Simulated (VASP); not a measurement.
# Ge (P6_3/mmc) in VASP: notebook

One crystal, Ge, is run at these levels: PBE, PBEsol; tasks: equation of state.

Program: VASP 6.6.1. These are calculated values, not measurements. Logs are shortened: lines on timing, memory, paths and dates and some standing lists are left out, and cuts for length are marked.

### Step 1. Starting point

It takes space group P6_3/mmc (No. 194, hexagonal). Conventional cell: a = 3.998 Å, b = 3.998 Å, c = 6.599 Å, α = 90.00°, β = 90.00°, γ = 120.00°. Ge (site symmetry 3m) is surrounded by 4 Ge at 2.45 to 2.47 Å.

This isn't the form of Ge at room conditions, which is diamond.

### Step 2. Equation of state, PBE, 21.46 Å³/atom (volume scaled by 0.94)

Contents of INCAR:

```
SYSTEM = Ge
  PREC = Accurate
  ENCUT = 520
  EDIFF = 1E-7
  ISMEAR = -1
  SIGMA = 0.05
  LREAL = .FALSE.
  LASPH = .TRUE.
  NELM = 60
  ALGO = Normal
  ISIF = 2
  LWAVE = .FALSE.
  LCHARG = .FALSE.
  GGA = PE
  NBANDS = 36
```

Contents of KPOINTS:

```
regular mesh
0
G
  8 8 4
  0 0 0
```

Contents of POSCAR:

```
Ge
1.0
    3.9159795603      0.0000000000      0.0000000000
   -1.9579897802      3.3913377800      0.0000000000
    0.0000000000      0.0000000000      6.4646589660
Ge
4
Direct
    0.3333333333      0.6666666667      0.9370987500
    0.6666666667      0.3333333333      0.4370987500
    0.3333333333      0.6666666667      0.5629012500
    0.6666666667      0.3333333333      0.0629012500
```

Potentials or basis: VASP PAW PBE potentials, release 64 (Ge_d).

Started as:

```bash
cat potpaw_PBE.64/Ge_d/POTCAR > POTCAR
mpirun -np 1 vasp_std > vasp.out
```

OUTCAR:

```text
SYSTEM = Ge
   PREC = Accurate
   ENCUT = 520
   EDIFF = 1E-7
   ISMEAR = -1
   LREAL = .FALSE.
   LASPH = .TRUE.
   NELM = 60
   ISIF = 2
   GGA = PE

 ion  position               nearest neighbor table
   1  0.333  0.667  0.937-   4 2.40   4 2.40   4 2.40   3 2.42
   2  0.667  0.333  0.437-   3 2.40   3 2.40   3 2.40   4 2.42
   3  0.333  0.667  0.563-   2 2.40   2 2.40   2 2.40   1 2.42
   4  0.667  0.333  0.063-   1 2.40   1 2.40   1 2.40   2 2.42

  LATTYP: Found a hexagonal cell.
 ALAT       =     3.9159795603
 C/A-ratio  =     1.6508408347

  Lattice vectors:

 A1 = (   3.9159795603,   0.0000000000,   0.0000000000)
 A2 = (  -1.9579897802,   3.3913377800,   0.0000000000)
 A3 = (   0.0000000000,   0.0000000000,   6.4646589660)

Analysis of symmetry for initial positions (statically):
=====================================================================
 Subroutine PRICEL returns:
 Original cell was already a primitive cell.

 Routine SETGRP: Setting up the symmetry group for a
 hexagonal supercell.

 Subroutine GETGRP returns: Found 24 space group operations
 (whereof 12 operations were pure point group operations)
 out of a pool of 24 trial point group operations.

The static configuration has the point symmetry D_3d.
 The point group associated with its full space group is D_6h.

Analysis of symmetry for dynamics (positions and initial velocities):
=====================================================================
 Subroutine PRICEL returns:
 Original cell was already a primitive cell.

 Routine SETGRP: Setting up the symmetry group for a
 hexagonal supercell.

 Subroutine GETGRP returns: Found 24 space group operations
 (whereof 12 operations were pure point group operations)
 out of a pool of 24 trial point group operations.

The dynamic configuration has the point symmetry D_3d.
 The point group associated with its full space group is D_6h.

 Subroutine INISYM returns: Found 24 space group operations
 (whereof 12 operations are pure point group operations),
 and found     1 'primitive' translations

----------------------------------------------------------------------------------------

                                     Primitive cell

  volume of cell :      85.8533

  direct lattice vectors                    reciprocal lattice vectors
     3.915979560  0.000000000  0.000000000     0.255363948  0.147434444  0.000000000
    -1.957989780  3.391337780  0.000000000     0.000000000  0.294868888  0.000000000
     0.000000000  0.000000000  6.464658966     0.000000000  0.000000000  0.154687201

  length of vectors
     3.915979560  3.915979560  6.464658966     0.294868888  0.294868888  0.154687201

  position of ions in fractional coordinates (direct lattice)
     0.333333333  0.666666667  0.937098750
     0.666666667  0.333333333  0.437098750
     0.333333333  0.666666667  0.562901250
     0.666666667  0.333333333  0.062901250

  ion indices of the primitive-cell ions
   primitive index   ion index
                 1           1
                 2           2
                 3           3
                 4           4

----------------------------------------------------------------------------------------

 KPOINTS: regular mesh

Automatic generation of k-mesh.
 Grid dimensions read from file:
 generate k-points for:    8    8    4

 Generating k-lattice:

  Cartesian coordinates                     Fractional coordinates (reciprocal lattice)
     0.031920493  0.018429306  0.000000000     0.125000000 -0.000000000  0.000000000
     0.000000000  0.036858611  0.000000000     0.000000000  0.125000000  0.000000000
     0.000000000  0.000000000  0.038671800     0.000000000  0.000000000  0.250000000

  Length of vectors
     0.036858611  0.036858611  0.038671800

  Shift w.r.t. Gamma in fractional coordinates (k-lattice)
     0.000000000  0.000000000  0.000000000

 Subroutine IBZKPT returns following result:
 ===========================================

 Found     30 irreducible k-points:

 Following reciprocal coordinates:
            Coordinates               Weight
  0.000000  0.000000  0.000000      1.000000
  0.125000  0.000000  0.000000      6.000000
  0.250000  0.000000  0.000000      6.000000
  0.375000 -0.000000  0.000000      6.000000
  0.500000  0.000000  0.000000      3.000000
  0.125000  0.125000  0.000000      6.000000
[... 22 lines left out ...]
  0.250000  0.250000  0.500000      6.000000
  0.375000  0.250000  0.500000      6.000000
   k-points           NKPTS =     30   k-points in BZ     NKDIM =     30   number of bands    NBANDS=     36
   number of dos      NEDOS =    301   number of ions     NIONS =      4
   total plane-waves  NPLWV =  43200
   dimension x,y,z NGX =    30 NGY =   30 NGZ =   48
   dimension x,y,z NGXF=    60 NGYF=   60 NGZF=   96
   ions per type =               4
   NGX,Y,Z   is equivalent  to a cutoff of  12.74, 12.74, 12.34 a.u.
   NGXF,Y,Z  is equivalent  to a cutoff of  25.47, 25.47, 24.69 a.u.
 SYSTEM =  Ge
   PREC   = accura    normal or accurate (medium, high low for compatibility)
   ISTART =      0    job   : 0-new  1-cont  2-samecut
   ICHARG =      2    charge: 1-file 2-atom 10-const
   ISPIN  =      1    spin polarized calculation?
   LNONCOLLINEAR =      F non collinear calculations
   LSORBIT =      F    spin-orbit coupling
   LASPH  =      T    aspherical Exc in radial PAW
   ENCUT  =  520.0 eV  38.22 Ry    6.18 a.u.   7.28  7.28 12.02*2*pi/ulx,y,z
   NELM   =     60;   NELMIN=  2; NELMDL= -5     # of ELM steps
   EDIFF  = 0.1E-06   stopping-criterion for ELM
   LREAL  =      F    real-space projection
   EDIFFG = 0.1E-05   stopping-criterion for IOM
   NSW    =      0    number of steps for IOM
   IBRION =     -1    ionic relax: 0-MD 1-quasi-New 2-CG
   NFREE  =      0    steps in history (QN), initial steepest desc. (CG)
   ISIF   =      2    stress and relaxation
   ISYM   =      2    0-nonsym 1-usesym 2-fastsym
   POTIM  = 0.5000    time-step for ionic-motion
   TEBEG  =    0.0;   TEEND  =   0.0 temperature during run
   PSTRESS=    0.0 pullay stress
   NELECT =      56.0000    total number of electrons
   NUPDOWN=      -1.0000    fix difference up-down
   EMIN   =  10.00;   EMAX   =-10.00  energy-range for DOS
   EFERMI =   0.00;   METHOD = LEGACY
   ISMEAR =    -1;   SIGMA  =   0.05  broadening in eV -4-tet -1-fermi 0-gaus
   EFERMI_NEDOS =   21; number of points for ismear=-14 and -15
   IALGO  =     38    algorithm
   IMIX   =      4    mixing-type and parameters
     AMIX     =   0.40;   BMIX     =  1.00
     AMIX_MAG =   1.60;   BMIX_MAG =  1.00
  volume/ion in A,a.u.               =      21.46       144.84
  Fermi-wavevector in a.u.,A,eV,Ry     =   1.419772  2.682979 27.425962  2.015751
  Thomas-Fermi vector in A             =   2.540757
   LORBIT       =      0    0 simple, 1 ext, 2 COOP (PROOUT), +10 PAW based schemes
   GGA     = PE    functional components
   LHFCALC =     F    Hartree Fock is set to
   AEXX    =    0.0000 exact exchange contribution
   IVDW    =     0    specifies the selected vdW correction
   LEPSILON=     F    determine dielectric tensor
   LRPA    =     F    only Hartree local field effects (RPA)
 non-spin polarized calculation
  energy-cutoff  :      520.00
  volume of cell :       85.85
 maximum number of plane-waves:      2364
 NGX is ok and might be reduce to    30
   NGX = 15   NGY = 15   NGZ = 25

 number of electron      55.9999941 magnetization

 Free energy of the ion-electron system (eV)
  ---------------------------------------------------
  ext. energy  EPLUGINS =         0.00000000
  ---------------------------------------------------
  free energy    TOTEN  =       -17.77777395 eV

  energy without entropy =      -17.77675160  energy(sigma->0) =      -17.77726278

 E-fermi :   5.7311     XC(G=0): -10.1764

 val. band max:        5.7187414401   @ k =   0.0000   0.0000   0.0000
 cond. band min:       5.8828836073   @ k =   0.0000   0.0000   0.2500
 fundamental gap:      0.1641421672
 Fermi energy:         5.7310599344

 k-point     1 :       0.0000    0.0000    0.0000
  band No.  band energies     occupation
      1     -19.4170      2.00000
      2     -19.4170      2.00000
      3     -19.3728      2.00000
      4     -19.3718      2.00000
      5     -19.3718      2.00000
      6     -19.3584      2.00000
[... 28 lines left out ...]
     35      10.2626      0.00000
     36      11.8355      0.00000

 k-point     2 :       0.1250    0.0000    0.0000
  band No.  band energies     occupation
      1     -19.4275      2.00000
      2     -19.4205      2.00000
      3     -19.3835      2.00000
      4     -19.3779      2.00000
      5     -19.3718      2.00000
      6     -19.3462      2.00000
[... 28 lines left out ...]
     35      10.9766      0.00000
     36      11.7420      0.00000

 k-point     3 :       0.2500    0.0000    0.0000
  band No.  band energies     occupation
      1     -19.4385      2.00000
      2     -19.4255      2.00000
      3     -19.3996      2.00000
      4     -19.3879      2.00000
      5     -19.3671      2.00000
      6     -19.3330      2.00000
[... 28 lines left out ...]
     35      12.3821      0.00000
     36      12.6360      0.00000

 k-point     4 :       0.3750   -0.0000    0.0000
  band No.  band energies     occupation
      1     -19.4388      2.00000
      2     -19.4273      2.00000
      3     -19.4146      2.00000
      4     -19.3943      2.00000
      5     -19.3540      2.00000
      6     -19.3263      2.00000
[... 28 lines left out ...]
     35      12.7449      0.00000
     36      13.5162      0.00000

 k-point     5 :       0.5000    0.0000    0.0000
  band No.  band energies     occupation
      1     -19.4331      2.00000
      2     -19.4274      2.00000
      3     -19.4246      2.00000
      4     -19.3964      2.00000
      5     -19.3438      2.00000
      6     -19.3247      2.00000
[... 889 lines left out ...]
 k-point    28 :       0.3750    0.1250    0.5000
  band No.  band energies     occupation
      1     -19.4223      2.00000
      2     -19.4223      2.00000
      3     -19.4080      2.00000
      4     -19.4080      2.00000
      5     -19.3417      2.00000
      6     -19.3417      2.00000
[... 28 lines left out ...]
     35      13.4973      0.00000
     36      13.4973      0.00000

 k-point    29 :       0.2500    0.2500    0.5000
  band No.  band energies     occupation
      1     -19.4290      2.00000
      2     -19.4290      2.00000
      3     -19.4080      2.00000
      4     -19.4080      2.00000
      5     -19.3387      2.00000
      6     -19.3387      2.00000
[... 28 lines left out ...]
     35      11.3555      0.00000
     36      11.3555      0.00000

 k-point    30 :       0.3750    0.2500    0.5000
  band No.  band energies     occupation
      1     -19.4331      2.00000
      2     -19.4331      2.00000
      3     -19.4081      2.00000
      4     -19.4081      2.00000
      5     -19.3343      2.00000
      6     -19.3343      2.00000
[... 28 lines left out ...]
     35      13.0688      0.00000
     36      13.0688      0.00000

------------------------ aborting loop because EDIFF is reached ----------------------------------------

  FORCE on cell =-STRESS in cart. coord.  units (eV):
  Direction    XX          YY          ZZ          XY          YZ          ZX
  --------------------------------------------------------------------------------------
  -------------------------------------------------------------------------------------
  Total        4.3419940      4.3419940      4.1954411     -0.0000000      0.0000000     -0.0000000
  in kB       81.0294184     81.0294185     78.2944761     -0.0000000      0.0000000     -0.0000000
  external PRESSURE =      80.1177710 kB  Pullay stress =       0.0000000 kB

 VOLUME and BASIS-vectors are now :
 -----------------------------------------------------------------------------
  energy-cutoff  :      520.00
  volume of cell :       85.85
      direct lattice vectors                 reciprocal lattice vectors
     3.915979560  0.000000000  0.000000000     0.255363948  0.147434444  0.000000000
    -1.957989780  3.391337780  0.000000000     0.000000000  0.294868888  0.000000000
     0.000000000  0.000000000  6.464658966     0.000000000  0.000000000  0.154687201

 POSITION                                       TOTAL-FORCE (eV/Angst)
 -----------------------------------------------------------------------------------
     -0.00000      2.26089      6.05802        -0.000000     -0.000000     -0.032494
      1.95799      1.13045      2.82569        -0.000000     -0.000000     -0.032494
     -0.00000      2.26089      3.63896         0.000000      0.000000      0.032494
      1.95799      1.13045      0.40664        -0.000000     -0.000000      0.032494
 -----------------------------------------------------------------------------------
    total drift:                               -0.000000      0.000000      0.000000

  FREE ENERGIE OF THE ION-ELECTRON SYSTEM (eV)
  ---------------------------------------------------
  free  energy   TOTEN  =       -17.7777739494 eV

  energy  without entropy=      -17.7767516048  energy(sigma->0) =      -17.77726278
```

Run time: 74 s. Hardware: 1 thread of Intel Xeon Platinum 8488C (Sapphire Rapids), shared host; peak memory 0.22 GiB.

What came out:

| Item | Value |
| --- | --- |
| Free energy | -17.7778 eV |
| Pressure | 8.0 GPa |
| Largest force | 0.032 eV/Å |
| Band gap on the k mesh | none (metal or under the smearing width) |

### Step 3. Equation of state, PBE, 21.92 Å³/atom (volume scaled by 0.96)

Contents of INCAR:

```
SYSTEM = Ge
PREC = Accurate ; ENCUT = 520
EDIFF = 1E-7 ; ISMEAR = -1
SIGMA = 0.05 ; LREAL = .False.
LASPH = .True. ; NELM = 100
ALGO = Normal ; ISIF = 2
LWAVE = .False. ; LCHARG = .False.
GGA = PE ; NBANDS = 36
```

Contents of KPOINTS:

```
regular mesh
0
Gamma
  8 8 4
  0 0 0
```

Contents of POSCAR:

```
Ge
1.0
    3.9435577898      0.0000000000      0.0000000000
   -1.9717788949      3.4152212273      0.0000000000
    0.0000000000      0.0000000000      6.5101862333
Ge
4
Direct
    0.3333333333      0.6666666667      0.9370987500
    0.6666666667      0.3333333333      0.4370987500
    0.3333333333      0.6666666667      0.5629012500
    0.6666666667      0.3333333333      0.0629012500
```

Potentials or basis: VASP PAW PBE potentials, release 64 (Ge_d).

Started as:

```bash
cat potpaw_PBE.64/Ge_d/POTCAR > POTCAR
mpirun -np 1 vasp_std > vasp.out
```

Run time: 77 s. Hardware: 1 thread of Intel Xeon Platinum 8488C (Sapphire Rapids), shared host; peak memory 0.22 GiB.

The run converged. Its results:

| Property | Result |
| --- | --- |
| Free energy | -17.8584 eV |
| Pressure | 6.1 GPa |
| Largest force | 0.023 eV/Å |
| Band gap on the k mesh | none (metal or under the smearing width) |

### Step 4. Equation of state, PBE, 22.38 Å³/atom (volume scaled by 0.98)

Contents of INCAR:

```
SYSTEM = Ge
PREC = Accurate
ENCUT = 520
EDIFF = 1E-7
ISMEAR = -1
SIGMA = 0.05
LREAL = .FALSE.
LASPH = .TRUE.
NELM = 80
ALGO = Normal
ISIF = 2
LWAVE = .FALSE.
LCHARG = .FALSE.
GGA = PE
NBANDS = 36
```

Contents of KPOINTS:

```
regular mesh
0
G
  8 8 4
  0 0 0
```

Contents of POSCAR:

```
Ge
1.0
    3.9707555995      0.0000000000      0.0000000000
   -1.9853777998      3.4387752215      0.0000000000
    0.0000000000      0.0000000000      6.5550854883
Ge
4
Direct
    0.3333333333      0.6666666667      0.9370987500
    0.6666666667      0.3333333333      0.4370987500
    0.3333333333      0.6666666667      0.5629012500
    0.6666666667      0.3333333333      0.0629012500
```

Started as:

```bash
cat potpaw_PBE.64/Ge_d/POTCAR > POTCAR
mpirun -np 1 vasp_std > vasp.out
```

Wall time 79 s (1 thread of Intel Xeon Platinum 8488C (Sapphire Rapids), shared host); peak memory 0.22 GiB.

The run converged. Its results:

* Free energy: -17.9184 eV
* Pressure: 4.4 GPa
* Largest force: 0.015 eV/Å
* Band gap on the k mesh: none (metal or under the smearing width)

### Step 5. Equation of state, PBE, 23.29 Å³/atom (volume scaled by 1.02)

Contents of INCAR:

```
ALGO = Normal ; EDIFF = 1E-7
ENCUT = 520 ; GGA = PE
ISIF = 2 ; ISMEAR = -1
LASPH = True ; LCHARG = False
LREAL = False ; LWAVE = False
NBANDS = 36 ; NELM = 60
PREC = Accurate ; SIGMA = 0.05
```

Contents of KPOINTS:

```
k-points
0
Gamma
  8 8 4
```

Contents of POSCAR:

```
Ge
1.0
    4.0240606931      0.0000000000      0.0000000000
   -2.0120303466      3.4849387866      0.0000000000
    0.0000000000      0.0000000000      6.6430837134
Ge
4
Direct
    0.3333333333      0.6666666667      0.9370987500
    0.6666666667      0.3333333333      0.4370987500
    0.3333333333      0.6666666667      0.5629012500
    0.6666666667      0.3333333333      0.0629012500
```

Started as:

```bash
cat potpaw_PBE.64/Ge_d/POTCAR > POTCAR
mpirun -np 1 vasp_std > vasp.out
```

It took 96 s on 1 thread of Intel Xeon Platinum 8488C (Sapphire Rapids), shared host; peak memory 0.22 GiB.

Results (log left out):

- Free energy: -17.9855 eV
- Pressure: 1.5 GPa
- Largest force: 0.010 eV/Å
- Band gap on the k mesh: 0.20 eV, indirect (least direct gap 0.24 eV)

### Step 6. Equation of state, PBE, 23.75 Å³/atom (volume scaled by 1.04)

Contents of INCAR:

```
SYSTEM = Ge
PREC = Accurate ; ENCUT = 520
EDIFF = 1E-7 ; ISMEAR = -1
SIGMA = 0.05 ; LREAL = .FALSE.
LASPH = .TRUE. ; NELM = 80
ALGO = Normal ; ISIF = 2
LWAVE = .FALSE. ; LCHARG = .FALSE.
GGA = PE ; NBANDS = 36
```

Contents of KPOINTS:

```
regular mesh
0
G
  8 8 4
  0 0 0
```

Contents of POSCAR:

```
Ge
1.0
    4.0501916895      0.0000000000      0.0000000000
   -2.0250958448      3.5075688934      0.0000000000
    0.0000000000      0.0000000000      6.6862218294
Ge
4
Direct
    0.3333333333      0.6666666667      0.9370987500
    0.6666666667      0.3333333333      0.4370987500
    0.3333333333      0.6666666667      0.5629012500
    0.6666666667      0.3333333333      0.0629012500
```

Potentials or basis: VASP PAW PBE potentials, release 64 (Ge_d).

Started as:

```bash
cat potpaw_PBE.64/Ge_d/POTCAR > POTCAR
mpirun -np 1 vasp_std > vasp.out
```

It took 80 s on 1 thread of Intel Xeon Platinum 8488C (Sapphire Rapids), shared host; peak memory 0.23 GiB.

Results (log left out):

- Free energy: -17.9962 eV
- Pressure: 0.3 GPa
- Band gap on the k mesh: 0.17 eV, indirect (least direct gap 0.25 eV)

### Step 7. Equation of state, PBE, 24.20 Å³/atom (volume scaled by 1.06)

Contents of INCAR:

```
SYSTEM = Ge
PREC = Accurate ; ENCUT = 520
EDIFF = 1E-7 ; ISMEAR = -1
SIGMA = 0.05 ; LREAL = .False.
LASPH = .True. ; NELM = 100
ALGO = Normal ; ISIF = 2
LWAVE = .False. ; LCHARG = .False.
GGA = PE ; NBANDS = 36
```

Contents of KPOINTS:

```
regular mesh
0
Gamma
  8 8 4
  0 0 0
```

Contents of POSCAR:

```
Ge
1.0
    4.0759897844      0.0000000000      0.0000000000
   -2.0379948922      3.5299106989      0.0000000000
    0.0000000000      0.0000000000      6.7288103778
Ge
4
Direct
    0.3333333333      0.6666666667      0.9370987500
    0.6666666667      0.3333333333      0.4370987500
    0.3333333333      0.6666666667      0.5629012500
    0.6666666667      0.3333333333      0.0629012500
```

Started as:

```bash
cat potpaw_PBE.64/Ge_d/POTCAR > POTCAR
mpirun -np 1 vasp_std > vasp.out
```

Wall time 76 s (1 thread of Intel Xeon Platinum 8488C (Sapphire Rapids), shared host); peak memory 0.23 GiB.

It converged, with:

```
Free energy            : -17.9936 eV
Pressure               : -0.8 GPa
Largest force          : 0.007 eV/Å
Band gap on the k mesh : 0.12 eV, indirect (least direct gap 0.20 eV)
```

### Step 8. Equation of state, PBE

This step only gathers the single runs of the series.

What came out:

```
Equilibrium volume                        : 23.88 Å³/atom
Bulk modulus at fixed shape and positions : 58 GPa
Pressure derivative of the bulk modulus   : 4.7 (rough: it moves with the points fitted)
```

Energy against volume, from the lowest point:
| volume (Å³/atom) | energy (meV/atom) |
| --- | --- |
| 21.463 | 54.62 |
| 21.920 | 34.45 |
| 22.377 | 19.47 |
| 22.833 | 9.06 |
| 23.290 | 2.68 |
| 23.747 | 0.00 |
| 24.203 | 0.65 |

Caveat: the cell was scaled at fixed shape and fractional positions, which overstates the stiffness of a crystal with free parameters, most of all of layers and chains.

(Continued in part 2 of 2.)
